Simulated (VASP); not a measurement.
# BN (P6_3/mmc) in VASP: notebook

One crystal, BN, is run at these levels: PBE; tasks: single point, relaxation of cell and atoms.

Everything below comes from runs of VASP 6.6.1. Logs are shortened: lines on timing, memory, paths and dates and some standing lists are left out, and cuts for length are marked.

## (1) The structure

The structure is hexagonal, space group P6_3/mmc (No. 194). The conventional cell has a = 2.512 Å, b = 2.512 Å, c = 8.343 Å, α = 90.00°, β = 90.00°, γ = 120.00°. B (site symmetry -6m2) has 3 N at 1.45 Å as nearest neighbours. N (site symmetry -6m2) has 3 B at 1.45 Å as nearest neighbours.

The cell is a database's computed one.

## (2) Single point, PBE

INCAR

```
SYSTEM = BN
PREC     = Accurate       ! precision mode
ENCUT    = 520            ! plane-wave cutoff, eV
EDIFF    = 1E-6           ! SCF threshold, eV
ISMEAR   = 0              ! smearing method
SIGMA    = 0.02           ! smearing width, eV
LREAL    = .False.        ! projectors in reciprocal space
LASPH    = .True.         ! aspherical terms in the spheres
NELM     = 100            ! most SCF steps
ALGO     = Fast           ! electronic algorithm
ISIF     = 2              ! what is computed and relaxed
LWAVE    = .False.        ! write WAVECAR
LCHARG   = .False.        ! write CHGCAR
GGA      = PE             ! functional
NBANDS   = 16             ! bands
```

KPOINTS

```
Automatic mesh
0
Gamma
  12 12 4
  0 0 0
```

POSCAR

```
BN
1.0
    2.5121811542      0.0000000000      0.0000000000
   -1.2560905771      2.1756126984      0.0000000000
    0.0000000000      0.0000000000      8.3431560662
B N
2 2
Direct
    0.3333333333      0.6666666667      0.2500000000
    0.6666666667      0.3333333333      0.7500000000
    0.3333333333      0.6666666667      0.7500000000
    0.6666666667      0.3333333333      0.2500000000
```

Potentials or basis: VASP PAW PBE potentials, release 64 (B, N).

Launch:

```
cat potpaw_PBE.64/B/POTCAR potpaw_PBE.64/N/POTCAR > POTCAR
mpirun -np 1 vasp_std > vasp.out
```

OUTCAR:

```text
SYSTEM = BN
   PREC = Accurate
   ENCUT = 520
   EDIFF = 1E-6
   ISMEAR = 0
   LREAL = .False.
   LASPH = .True.
   NELM = 100
   ISIF = 2
   GGA = PE

 ion  position               nearest neighbor table
   1  0.333  0.667  0.250-   4 1.45   4 1.45   4 1.45
   2  0.667  0.333  0.750-   3 1.45   3 1.45   3 1.45
   3  0.333  0.667  0.750-   2 1.45   2 1.45   2 1.45
   4  0.667  0.333  0.250-   1 1.45   1 1.45   1 1.45

  LATTYP: Found a hexagonal cell.
 ALAT       =     2.5121811542
 C/A-ratio  =     3.3210805886

  Lattice vectors:

 A1 = (   2.5121811542,   0.0000000000,   0.0000000000)
 A2 = (  -1.2560905771,   2.1756126984,   0.0000000000)
 A3 = (   0.0000000000,   0.0000000000,   8.3431560662)

Analysis of symmetry for initial positions (statically):
=====================================================================
 Subroutine PRICEL returns:
 Original cell was already a primitive cell.

 Routine SETGRP: Setting up the symmetry group for a
 hexagonal supercell.

 Subroutine GETGRP returns: Found 24 space group operations
 (whereof 12 operations were pure point group operations)
 out of a pool of 24 trial point group operations.

The static configuration has the point symmetry D_3d.
 The point group associated with its full space group is D_6h.

Analysis of symmetry for dynamics (positions and initial velocities):
=====================================================================
 Subroutine PRICEL returns:
 Original cell was already a primitive cell.

 Routine SETGRP: Setting up the symmetry group for a
 hexagonal supercell.

 Subroutine GETGRP returns: Found 24 space group operations
 (whereof 12 operations were pure point group operations)
 out of a pool of 24 trial point group operations.

The dynamic configuration has the point symmetry D_3d.
 The point group associated with its full space group is D_6h.

 Subroutine INISYM returns: Found 24 space group operations
 (whereof 12 operations are pure point group operations),
 and found     1 'primitive' translations

----------------------------------------------------------------------------------------

                                     Primitive cell

  volume of cell :      45.5998

  direct lattice vectors                    reciprocal lattice vectors
     2.512181154  0.000000000  0.000000000     0.398060466  0.229820317  0.000000000
    -1.256090577  2.175612698  0.000000000     0.000000000  0.459640634  0.000000000
     0.000000000  0.000000000  8.343156066     0.000000000  0.000000000  0.119858719

  length of vectors
     2.512181154  2.512181154  8.343156066     0.459640634  0.459640634  0.119858719

  position of ions in fractional coordinates (direct lattice)
     0.333333333  0.666666667  0.250000000
     0.666666667  0.333333333  0.750000000
     0.333333333  0.666666667  0.750000000
     0.666666667  0.333333333  0.250000000

  ion indices of the primitive-cell ions
   primitive index   ion index
                 1           1
                 2           2
                 3           3
                 4           4

----------------------------------------------------------------------------------------

 KPOINTS: Automatic mesh

Automatic generation of k-mesh.
 Grid dimensions read from file:
 generate k-points for:   12   12    4

 Generating k-lattice:

  Cartesian coordinates                     Fractional coordinates (reciprocal lattice)
     0.033171705  0.019151693  0.000000000     0.083333333  0.000000000  0.000000000
     0.000000000  0.038303386  0.000000000     0.000000000  0.083333333  0.000000000
     0.000000000  0.000000000  0.029964680     0.000000000  0.000000000  0.250000000

  Length of vectors
     0.038303386  0.038303386  0.029964680

  Shift w.r.t. Gamma in fractional coordinates (k-lattice)
     0.000000000  0.000000000  0.000000000

 Subroutine IBZKPT returns following result:
 ===========================================

 Found     57 irreducible k-points:

 Following reciprocal coordinates:
            Coordinates               Weight
  0.000000  0.000000  0.000000      1.000000
  0.083333 -0.000000  0.000000      6.000000
  0.166667  0.000000  0.000000      6.000000
  0.250000  0.000000  0.000000      6.000000
  0.333333  0.000000  0.000000      6.000000
  0.416667  0.000000  0.000000      6.000000
[... 16 lines left out ...]
  0.250000  0.000000  0.250000     12.000000
  0.333333  0.000000  0.250000     12.000000
 [... further k-points ...]
   k-points           NKPTS =     57   k-points in BZ     NKDIM =     57   number of bands    NBANDS=     16
   number of dos      NEDOS =    301   number of ions     NIONS =      4
   total plane-waves  NPLWV =  25600
   dimension x,y,z NGX =    20 NGY =   20 NGZ =   64
   dimension x,y,z NGXF=    40 NGYF=   40 NGZF=  128
   ions per type =               2   2
   NGX,Y,Z   is equivalent  to a cutoff of  13.24, 13.24, 12.75 a.u.
   NGXF,Y,Z  is equivalent  to a cutoff of  26.47, 26.47, 25.51 a.u.
 SYSTEM =  BN
   PREC   = accura    normal or accurate (medium, high low for compatibility)
   ISTART =      0    job   : 0-new  1-cont  2-samecut
   ICHARG =      2    charge: 1-file 2-atom 10-const
   ISPIN  =      1    spin polarized calculation?
   LNONCOLLINEAR =      F non collinear calculations
   LSORBIT =      F    spin-orbit coupling
   LASPH  =      T    aspherical Exc in radial PAW
   ENCUT  =  520.0 eV  38.22 Ry    6.18 a.u.   4.67  4.67 15.51*2*pi/ulx,y,z
   NELM   =    100;   NELMIN=  2; NELMDL= -5     # of ELM steps
   EDIFF  = 0.1E-05   stopping-criterion for ELM
   LREAL  =      F    real-space projection
   EDIFFG = 0.1E-04   stopping-criterion for IOM
   NSW    =      0    number of steps for IOM
   IBRION =     -1    ionic relax: 0-MD 1-quasi-New 2-CG
   NFREE  =      0    steps in history (QN), initial steepest desc. (CG)
   ISIF   =      2    stress and relaxation
   ISYM   =      2    0-nonsym 1-usesym 2-fastsym
   POTIM  = 0.5000    time-step for ionic-motion
   TEBEG  =    0.0;   TEEND  =   0.0 temperature during run
   PSTRESS=    0.0 pullay stress
   NELECT =      16.0000    total number of electrons
   NUPDOWN=      -1.0000    fix difference up-down
   EMIN   =  10.00;   EMAX   =-10.00  energy-range for DOS
   EFERMI =   0.00;   METHOD = LEGACY
   ISMEAR =     0;   SIGMA  =   0.02  broadening in eV -4-tet -1-fermi 0-gaus
   EFERMI_NEDOS =   21; number of points for ismear=-14 and -15
   IALGO  =     68    algorithm
   IMIX   =      4    mixing-type and parameters
     AMIX     =   0.40;   BMIX     =  1.00
     AMIX_MAG =   1.60;   BMIX_MAG =  1.00
  volume/ion in A,a.u.               =      11.40        76.93
  Fermi-wavevector in a.u.,A,eV,Ry     =   1.154677  2.182023 18.140362  1.333279
  Thomas-Fermi vector in A             =   2.291312
   LORBIT       =      0    0 simple, 1 ext, 2 COOP (PROOUT), +10 PAW based schemes
   GGA     = PE    functional components
   LHFCALC =     F    Hartree Fock is set to
   AEXX    =    0.0000 exact exchange contribution
   IVDW    =     0    specifies the selected vdW correction
   LEPSILON=     F    determine dielectric tensor
   LRPA    =     F    only Hartree local field effects (RPA)
 non-spin polarized calculation
 RMM-DIIS sequential band-by-band and
 Gauss-broadening in eV      SIGMA  =   0.02
  energy-cutoff  :      520.00
  volume of cell :       45.60
 maximum number of plane-waves:      1267
 NGX is ok and might be reduce to    20
   NGX =  9   NGY =  9   NGZ = 31

 number of electron      15.9999998 magnetization

 Free energy of the ion-electron system (eV)
  ---------------------------------------------------
  ext. energy  EPLUGINS =         0.00000000
  ---------------------------------------------------
  free energy    TOTEN  =       -35.20721096 eV

  energy without entropy =      -35.20721096  energy(sigma->0) =      -35.20721096

 E-fermi :   0.7232     XC(G=0):  -8.5804

 val. band max:        0.6028355178   @ k =   0.3333   0.3333   0.5000
 cond. band min:       5.0000123818   @ k =   0.0000   0.0000   0.0000
 fundamental gap:      4.3971768640
 Fermi energy:         0.7231799233

 k-point     1 :       0.0000    0.0000    0.0000
  band No.  band energies     occupation
      1     -17.0281      2.00000
      2     -16.9871      2.00000
      3      -4.8870      2.00000
      4      -4.2841      2.00000
      5      -0.7474      2.00000
      6      -0.7474      2.00000
[... 8 lines left out ...]
     15      12.1234      0.00000
     16      12.9568      0.00000

 k-point     2 :       0.0833   -0.0000    0.0000
  band No.  band energies     occupation
      1     -16.8949      2.00000
      2     -16.8548      2.00000
      3      -4.7056      2.00000
      4      -4.1099      2.00000
      5      -1.3045      2.00000
      6      -1.3019      2.00000
[... 8 lines left out ...]
     15      12.6949      0.00000
     16      12.7101      0.00000

 k-point     3 :       0.1667    0.0000    0.0000
  band No.  band energies     occupation
      1     -16.5031      2.00000
      2     -16.4655      2.00000
      3      -4.1692      2.00000
      4      -3.5963      2.00000
      5      -2.7102      2.00000
      6      -2.7041      2.00000
[... 8 lines left out ...]
     15      14.2871      0.00000
     16      14.3035      0.00000

 k-point     4 :       0.2500    0.0000    0.0000
  band No.  band energies     occupation
      1     -15.8797      2.00000
      2     -15.8463      2.00000
      3      -4.4856      2.00000
      4      -4.4808      2.00000
      5      -3.3060      2.00000
      6      -2.7752      2.00000
[... 8 lines left out ...]
     15      13.7608      0.00000
     16      16.5405      0.00000
[... 324 lines left out ...]
 k-point    22 :       0.1667    0.0000    0.2500
  band No.  band energies     occupation
      1     -16.4976      2.00000
      2     -16.4710      2.00000
      3      -4.0928      2.00000
      4      -3.6891      2.00000
      5      -2.7081      2.00000
      6      -2.7042      2.00000
[... 8 lines left out ...]
     15      14.2897      0.00000
     16      14.3013      0.00000

 k-point    23 :       0.2500    0.0000    0.2500
  band No.  band energies     occupation
      1     -15.8749      2.00000
      2     -15.8513      2.00000
      3      -4.4854      2.00000
      4      -4.4821      2.00000
      5      -3.2334      2.00000
      6      -2.8589      2.00000
[... 8 lines left out ...]
     15      14.8337      0.00000
     16      16.5457      0.00000

 k-point    24 :       0.3333    0.0000    0.2500
  band No.  band energies     occupation
      1     -15.0897      2.00000
      2     -15.0705      2.00000
      3      -6.2528      2.00000
      4      -6.2483      2.00000
      5      -2.9696      2.00000
      6      -2.9657      2.00000
[... 8 lines left out ...]
     15      15.8418      0.00000
     16      18.0644      0.00000

 [... further k-points ...]

------------------------ aborting loop because EDIFF is reached ----------------------------------------

  FORCE on cell =-STRESS in cart. coord.  units (eV):
  Direction    XX          YY          ZZ          XY          YZ          ZX
  --------------------------------------------------------------------------------------
  -------------------------------------------------------------------------------------
  Total        0.0348229      0.0348229     -0.0218539      0.0000000      0.0000000      0.0000000
  in kB        1.2235247      1.2235247     -0.7678499      0.0000000      0.0000000      0.0000000
  external PRESSURE =       0.5597332 kB  Pullay stress =       0.0000000 kB

 VOLUME and BASIS-vectors are now :
 -----------------------------------------------------------------------------
  energy-cutoff  :      520.00
  volume of cell :       45.60
      direct lattice vectors                 reciprocal lattice vectors
     2.512181154  0.000000000  0.000000000     0.398060466  0.229820317  0.000000000
    -1.256090577  2.175612698  0.000000000     0.000000000  0.459640634  0.000000000
     0.000000000  0.000000000  8.343156066     0.000000000  0.000000000  0.119858719

 POSITION                                       TOTAL-FORCE (eV/Angst)
 -----------------------------------------------------------------------------------
     -0.00000      1.45041      2.08579         0.000000     -0.000000      0.000000
      1.25609      0.72520      6.25737        -0.000000      0.000000      0.000000
     -0.00000      1.45041      6.25737         0.000000      0.000000      0.000000
      1.25609      0.72520      2.08579        -0.000000     -0.000000      0.000000
 -----------------------------------------------------------------------------------
    total drift:                               -0.000000      0.000000      0.000000

  FREE ENERGIE OF THE ION-ELECTRON SYSTEM (eV)
  ---------------------------------------------------
  free  energy   TOTEN  =       -35.2072109617 eV

  energy  without entropy=      -35.2072109617  energy(sigma->0) =      -35.20721096
```

Wall time 25 s (1 thread of AMD EPYC 9R45 (Zen 5), shared host); peak memory 0.14 GiB.

What came out:

| Quantity | Value |
| --- | --- |
| Free energy | -35.2072 eV |
| Pressure | 0.1 GPa |
| Band gap on the k mesh | 4.40 eV, indirect (least direct gap 4.66 eV) |

Levels at points of the mesh, in eV from the valence-band top:
```tsv
k point	band 4	band 5	band 6	band 7	band 8	band 9	band 10	band 11	band 12	band 13
(0.00, 0.00, 0.00)	-4.89	-1.35	-1.35	-1.35	-1.35	4.40	7.77	10.08	11.51	11.51
(0.50, 0.00, 0.00)	-8.84	-4.12	-4.12	-1.02	-0.78	4.58	5.01	9.43	9.86	12.09
(0.00, 0.00, 0.50)	-5.21	-1.35	-1.35	-1.35	-1.35	5.69	5.69	11.51	11.51	11.51
(0.50, 0.00, 0.50)	-8.85	-4.12	-4.12	-0.90	-0.90	4.77	4.77	9.69	9.69	12.67
```

Caveat: this functional lacks dispersion, which binds the layers, so the pressure and a relaxed spacing across them are unreliable.

## (3) Relaxation of cell and atoms, PBE

INCAR

```
SYSTEM = BN
  PREC = Accurate
  ENCUT = 600
  EDIFF = 1E-6
  ISMEAR = 0
  SIGMA = 0.02
  LREAL = .False.
  LASPH = .True.
  NELM = 100
  ALGO = Fast
  ISIF = 3
  LWAVE = .False.
  LCHARG = .False.
  GGA = PE
  IBRION = 2
  NSW = 100
  EDIFFG = -0.005
```

KPOINTS

```
regular mesh
0
Gamma
  12 12 4
  0 0 0
```

POSCAR is that of step 2.

Potentials or basis: VASP PAW PBE potentials, release 64 (B, N).

Launch:

```
cat potpaw_PBE.64/B/POTCAR potpaw_PBE.64/N/POTCAR > POTCAR
mpirun -np 1 vasp_std > vasp.out
```

Run time: 2.5 min. Hardware: 1 thread of AMD EPYC 9R45 (Zen 5), shared host; peak memory 0.16 GiB.

Results (log left out):

```
Free energy                            : -35.2155 eV
Relaxed volume                         : 10.84 Å³/atom
Relaxed cell                           : a = 2.512 Å, b = 2.512 Å, c = 7.930 Å, α = 90.00°, β = 90.00°, γ = 120.00°
Space group after relaxing (to 0.05 Å) : P6_3/mmc (No. 194)
Energy gained by relaxing              : 0.4 meV/atom
Ionic steps                            : 16
Pressure after relaxing                : 0.0 GPa
Band gap on the k mesh                 : 4.52 eV, indirect (least direct gap 4.65 eV)
```

Step by step:
```
step  energy change (eV)  largest force (eV/Å)  pressure (GPa)  volume (Å³)
   1              0.0000                0.0000           -0.06        45.60
   2              0.0000                0.0000           -0.06        45.57
   3             -0.0001                0.0000            0.12        45.48
   4             -0.0001                0.0000            0.40        45.30
   5             -0.0001                0.0000            0.23        45.39
   6             -0.0001                0.0000            0.23        45.39
   7             -0.0001                0.0000            0.24        45.38
   8             -0.0001                0.0000            0.23        45.37
   9             -0.0002                0.0000            0.25        45.33
  10             -0.0002                0.0000            0.25        45.27
  11             -0.0003                0.0000            0.28        45.14
  12             -0.0006                0.0000            0.30        44.89
  13             -0.0010                0.0000            0.33        44.39
  14             -0.0015                0.0000            0.43        43.38
  15             -0.0014                0.0000           -0.73        43.30
  16             -0.0017                0.0000           -0.05        43.34
```

Final structure:
```
B N
1.0
     2.51220    0.00000    0.00000
    -1.25610    2.17563    0.00000
     0.00000    0.00000    7.93030
B N
2 2
Direct
  0.33333 0.66667 0.25000
  0.66667 0.33333 0.75000
  0.33333 0.66667 0.75000
  0.66667 0.33333 0.25000
```

Levels at points of the mesh, in eV from the valence-band top:
```csv
k point,band 5,band 6,band 7,band 8,band 9,band 10,band 11,band 12
"(0.00, 0.00, 0.00)",-1.35,-1.35,-1.34,-1.34,4.52,8.28,10.64,11.51
"(0.50, 0.00, 0.00)",-4.12,-4.11,-1.07,-0.73,4.52,5.09,9.41,9.88
"(0.00, 0.00, 0.50)",-1.35,-1.35,-1.35,-1.35,6.00,6.00,11.51,11.51
"(0.50, 0.00, 0.50)",-4.12,-4.12,-0.90,-0.90,4.76,4.76,9.71,9.71
```

Caveat: this functional lacks dispersion, which binds the layers, so the pressure and a relaxed spacing across them are unreliable. A k mesh can miss the band edges.

## (4) Single point, PBE

INCAR

```
SYSTEM = BN
PREC     = Accurate       ! precision mode
ENCUT    = 520            ! plane-wave cutoff, eV
EDIFF    = 1E-6           ! SCF threshold, eV
ISMEAR   = 0              ! smearing method
SIGMA    = 0.02           ! smearing width, eV
LREAL    = .False.        ! projectors in reciprocal space
LASPH    = .True.         ! aspherical terms in the spheres
NELM     = 100            ! most SCF steps
ALGO     = Normal         ! electronic algorithm
ISIF     = 2              ! what is computed and relaxed
LWAVE    = .False.        ! write WAVECAR
LCHARG   = .True.         ! write CHGCAR
GGA      = PE             ! functional
LELF     = .True.         ! ELF
LVHAR    = .True.       
NBANDS   = 16             ! bands
```

KPOINTS is that of step 3.

POSCAR is that of step 3.

Launch:

```
cat potpaw_PBE.64/B/POTCAR potpaw_PBE.64/N/POTCAR > POTCAR
mpirun -np 1 vasp_std > vasp.out
```

Run time: 22 s. Hardware: 1 thread of AMD EPYC 9R45 (Zen 5), shared host; peak memory 0.14 GiB.

Results (log left out):

| Property | Result |
| --- | --- |
| Free energy | -35.2072 eV |
| Pressure | 0.1 GPa |
| Band gap on the k mesh | 4.40 eV, indirect (least direct gap 4.66 eV) |

Stress tensor (GPa, compression positive):
```
 0.12  0.00  0.00
 0.00  0.12  0.00
 0.00  0.00 -0.07
```

Levels at points of the mesh, in eV from the valence-band top:
| k point | band 5 | band 6 | band 7 | band 8 | band 9 | band 10 | band 11 | band 12 |
| --- | --- | --- | --- | --- | --- | --- | --- | --- |
| (0.00, 0.00, 0.00) | -1.35 | -1.35 | -1.35 | -1.35 | 4.40 | 7.76 | 10.08 | 11.51 |
| (0.50, 0.00, 0.00) | -4.12 | -4.12 | -1.02 | -0.78 | 4.58 | 5.01 | 9.43 | 9.86 |
| (0.00, 0.00, 0.50) | -1.35 | -1.35 | -1.35 | -1.35 | 5.69 | 5.69 | 11.51 | 11.51 |
| (0.50, 0.00, 0.50) | -4.12 | -4.12 | -0.90 | -0.90 | 4.77 | 4.77 | 9.69 | 9.69 |

Caveat: this functional lacks dispersion, which binds the layers, so the pressure and a relaxed spacing across them are unreliable.
